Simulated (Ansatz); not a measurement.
# CuO (P1) in Ansatz: further runs, part 3 of 3

Ansatz 0.2.0. The steps go on from the part before.

**6. Single point, PBE**

The input, input.yaml:

```yaml
crystal:
  lattice:
    - [0.0, 2.11656, 2.11656]
    - [2.11656, 0.0, 2.11656]
    - [2.11656, 2.11656, 0.0]
  atoms:
    - { symbol: Cu, position: [0.02949772, 0.02810087, 0.90802599] }
    - { symbol: O, position: [0.47050228, 0.47189913, 0.59197401] }
hamiltonian:
  xc: pbe
  pseudopotentials: { kind: paw }
kpoints:
  mp_grid: { grid: [4, 4, 4] }
scf:
  occupations: { method: fermi_dirac, width: 0.05 }
output:
  forces: true
  stress: true
  eigenvalues: true
```

Potentials or basis: Ansatz PAW.

Run with:

```
$ ansatz run input.yaml --threads 2 --pin off --max-ram 5632MiB --backend cpu --events-out ev --progress --plain --runs-dir out
```

The program printed:

```text
Warning: RAYON_NUM_THREADS=2 ignored (pool sized by the plan → 2); use --threads N
Engine: ansatz 0.2.0, aarch64-unknown-linux-gnu
Pseudopotentials: kind: paw
Pseudopotential: Cu, paw, valence charge 19, recommended cutoff 420 eV (normal), Cu.paw.azcp
Pseudopotential: O, paw, valence charge 6, recommended cutoff 420 eV (normal), O.paw.azcp
Functional definition: PBE
  parameter kappa = 0.804
  parameter beta = 0.06672455060314922
  exchange = pbe_x(kappa = kappa, mu = beta*pi^2/3)
  correlation = pbe_c(beta = beta)
Crystal: 2 atoms, lattice volume = 18.964 Å³
Basis set: ecut = 420 eV, 339 PW (Γ), exchange–correlation on 48×48×48 points (8 copies of the dense FFT grid, shifted against one another)
Bands: 17, of which v1, the nominal top of the filled ones, is band 13 counted from 1 (12 counted from 0)
Symmetry: 1 space group operations
Space group: P1 (ITA 1), of the structure as read, at distance tolerance 2.7e-5 Å
k-points: 36 of 64 (time reversal used)
Non-local potential: Cu, projectors of the file, l = 0: 3, l = 1: 2, l = 2: 3, l = 3: 1
Non-local potential: O, projectors of the file, l = 0: 2, l = 1: 2, l = 2: 1
PAW form: soft (Blöchl's): semilocal exchange-correlation on the pseudo side does not see the compensation charge
PAW one-centre angular grid: Cu, 590 points (default); XC on 64 Gauss nodes
PAW one-centre angular grid: O, 110 points (default); XC on 64 Gauss nodes
Initial density: superposition of atomic densities (neutral atoms: chi_scale 0, normalization atom), corrected by the library's trained network
Initial wavefunctions: pseudopotential atomic-orbital guess
Functional: x = pbe(κ = 0.804, μ = 0.2195149727645171), c = pbe(β = 0.06672455060314922)
SCF iter   1: F=—  HF=-7190.551648 eV  |F-HF|=—  |Δ(HF+E_count)|=         —  Δρ=6.37e-3  dr2=3.87e-3  ethr=1.77e-3  ⟨swp⟩=5.9  Hψ=2753  notcnv=0
preconditioner: auto → none  [metal: Δε(μ)=0.025 eV  Ē_g=15.091 eV  σ=0.050 eV  W_gap=0.12  n_scr=8 (ndim 8)  ℏωp=35.2 eV  f_vac=0.000  D(μ)=2.72/eV (n_scr^D=50)  sad-step TF]
SCF iter   2: F=—  HF=-7190.551325 eV  |F-HF|=—  |Δ(HF+E_count)|=   3.23e-4  Δρ=3.50e-3  dr2=1.57e-3  ethr=1.55e-5  ⟨swp⟩=2.4  Hψ=1157  notcnv=0
SCF iter   3: F=—  HF=-7190.551076 eV  |F-HF|=—  |Δ(HF+E_count)|=   2.49e-4  Δρ=4.38e-4  dr2=3.36e-5  ethr=6.26e-6  ⟨swp⟩=1.0  Hψ=621  notcnv=0
SCF iter   4: F=—  HF=-7190.551078 eV  |F-HF|=—  |Δ(HF+E_count)|=   2.51e-6  Δρ=2.28e-4  dr2=4.41e-6  ethr=1.34e-7  ⟨swp⟩=2.3  Hψ=909  notcnv=0
SCF iter   5: F=—  HF=-7190.551077 eV  |F-HF|=—  |Δ(HF+E_count)|=   1.25e-6  Δρ=5.16e-5  dr2=2.82e-7  ethr=1.76e-8  ⟨swp⟩=2.1  Hψ=1040  notcnv=0
SCF iter   6: F=-7190.551077 eV  HF=-7190.551077 eV  |F-HF|=2.88e-8  |Δ(HF+E_count)|=   8.19e-8  Δρ=1.24e-5  dr2=1.62e-8  ethr=4.00e-10  ⟨swp⟩=5.1  Hψ=2690  notcnv=0
SCF 1 converged in 6 iterations: F = -7190.551077 eV  dr2 = 1.62e-8
SCF converged after 6 iterations
Free energy (F): -7190.551077 eV
Harris-Foulkes:  -7190.551077 eV  (|F-HF|=2.88e-8)
Internal energy: -7190.528629 eV  (E = F + TS)
E sigma→0 (E₀):  -7190.539853 eV
Entropy (-TS):   -0.022448 eV (-11.224 meV/atom)
Fermi energy:    13.150413 eV
--- Per-component energies (eV) ---
  E_band       = -396.553499
  E_kinetic    = 472.549124
  E_local      = -4658.043664  (includes V_loc(G=0)·N_el)
  E_nonlocal   = 442.206358
  E_hartree    = 2021.440438
  E_xc         = -162.144126
  E_vxc        = -208.200428  (∫ρ·V_xc dr)
  E_paw        = -1821.429655  (= ΣΔE_a)
  E_vpaw       = -487.957621  (= ΣTr[D̂ρ^β])
  E_aug_tail   = 0.002524  (compensation charges beyond the density's cutoff)
  E_ewald      = -3485.109627
  E_smearing   = -0.022448  (= −TS)
  E_closure    = -0.000000  (closes the sum)
  Σ components = -7190.551077   (vs F -7190.551077, Δ=0.00e0)
--- Forces (eV/Å), atoms counted from 1 ---
  atom   1  Cu     0.60580068     0.55406192    -0.39177923
  atom   2  O     -0.60580038    -0.55406210     0.39178306
  max |Σ_I F_I| component: 3.83e-6 eV/Å
--- Stress (GPa, compression-positive) ---
       20.024130      -3.158040       2.573163
       -3.158041      19.128778       2.407211
        2.573169       2.407216      16.358491
  P = ⅓ Tr σ = 18.5038 GPa (185.038 kbar)
--- Band table (eV; the first three rows and the last of 36) ---
  k-point 0: bands = ["-99.0668", "-56.5083", "-56.4916", "-56.3401", "-6.6202", "8.5737", "8.6291", "9.2675", "10.6922", "10.7242", "12.6121", "12.9365", "12.9705", "14.5969", "30.0520", "31.2405", "31.3637"]
  k-point 1: bands = ["-99.0663", "-56.5095", "-56.4928", "-56.3478", "-6.0745", "7.4789", "7.9966", "8.0586", "10.9614", "10.9763", "11.7720", "13.6287", "13.6544", "17.5041", "24.7679", "29.0044", "29.0693"]
  k-point 2: bands = ["-99.0657", "-56.5107", "-56.4940", "-56.3555", "-5.4407", "5.8477", "7.5282", "7.5873", "11.2573", "11.2681", "11.9036", "14.2215", "14.2465", "19.2724", "22.1554", "26.9969", "27.0510"]
  k-point 35: bands = ["-99.0657", "-56.5118", "-56.5069", "-56.3433", "-5.4279", "5.5548", "7.9327", "8.8822", "11.0772", "11.1106", "11.6479", "12.8352", "13.6558", "19.6179", "22.3256", "27.8383", "28.2631"]
```

Wall time 0.81 s (2 threads of Arm Neoverse V1, shared host); peak memory 0.27 GiB.

What came out:

```
Free energy            : -7190.5511 eV
Pressure               : 18.5 GPa
Largest force          : 0.910 eV/Å
Band gap on the k mesh : none (metal or under the smearing width)
```

Forces on the atoms (eV/Å):
```
Cu   0.606  0.554 -0.392
O   -0.606 -0.554  0.392
```

Levels at points of the mesh, in eV from the Fermi level:
```tsv
k point	band 10	band 11	band 12	band 13	band 14	band 15	band 16	band 17
(0.00, 0.00, 0.00)	-2.43	-0.54	-0.21	-0.18	1.45	16.90	18.09	18.21
(0.00, 0.00, -0.50)	-1.88	-1.25	1.07	1.10	6.12	9.01	13.85	13.90
(0.00, -0.50, 0.00)	-2.06	-1.50	-0.36	0.44	6.48	9.17	14.68	15.21
(0.00, -0.50, -0.50)	-1.78	-1.70	-1.30	-1.22	5.28	11.08	11.27	16.44
(-0.50, 0.00, 0.00)	-2.06	-1.50	-0.35	0.45	6.48	9.17	14.68	15.19
(-0.50, 0.00, -0.50)	-1.78	-1.69	-1.30	-1.21	5.29	11.06	11.26	16.45
(-0.50, -0.50, 0.00)	-1.77	-1.68	-1.27	-1.16	5.31	10.99	11.22	16.46
(-0.50, -0.50, -0.50)	-2.04	-1.50	-0.32	0.51	6.47	9.18	14.69	15.11
```

Caveat: the k mesh is coarse (spacing up to 0.64 Å⁻¹), so the values aren't converged; so large a pressure means that the cell lies far from this level's equilibrium, or that cutoff or potentials fall short; the pressure holds a Pulay correction of +0.8 GPa for the finite cutoff; an odd number of electrons without spin polarisation forces a metal; a magnetic or distorted state may lie lower; the run has no spin polarisation, though such a crystal can be magnetic; semilocal functionals often make such compounds metallic where correlation or magnetic order opens a gap, which also shifts bond lengths. With open d or f shells a metallic result of PBE can be an artefact of self-interaction; +U or a hybrid may open a gap.

**7. Summary**

| task | level | U | cell | k mesh | cutoff (eV) | hubbard projectors | double counting | mesh quality | gap on the mesh (eV) | pressure (GPa) | relaxed volume (Å³/atom) | largest force (eV/Å) |
| --- | --- | --- | --- | --- | --- | --- | --- | --- | --- | --- | --- | --- |
| relaxation of cell and atoms | LDA+U | Cu d U = 5.3 eV | relaxed | 11 × 11 × 11 | 420 | ortho-atomic (the default) | fll (the default) | not flagged | none | 0.0 | 8.88 | - |
| relaxation of cell and atoms | PBEsol+D3(BJ) | - | relaxed | 11 × 11 × 11 | 420 | - | - | not flagged | none | 0.0 | 8.89 | - |
| relaxation of cell and atoms | BLYP+D3(BJ) | - | relaxed | 11 × 11 × 11 | 420 | - | - | not flagged | none | 0.0 | 9.38 | - |
| single point | PBE | - | as given | 11 × 11 × 11 | 300 | - | - | not flagged | none | 17.8 | - | 0.84 |
| single point | PBE | - | as given | 4 × 4 × 4 | 420 | - | - | coarse | none | 18.5 | - | 0.91 |

Alike in all rows: potentials or basis Ansatz PAW; no spin polarisation; smearing fermi-dirac 0.05 eV.

Caveats: some runs use coarse meshes; an odd number of electrons without spin polarisation forces a metal; a magnetic or distorted state may lie lower; the run has no spin polarisation, though such a crystal can be magnetic; semilocal functionals often make such compounds metallic where correlation or magnetic order opens a gap, which also shifts bond lengths (some runs); the plane-wave basis is chosen anew once the cell has moved, so the energies of steps on either side of that aren't comparable (some runs); the PAW data sets come from PBE, with cores solved anew for the run's functional, which leaves a small shift of forces and pressure (some runs); pairwise dispersion overbinds metals, which lowers pressure and volume (some runs).

Total energies depend on the potentials used, so only differences within one code and one set of settings carry meaning.
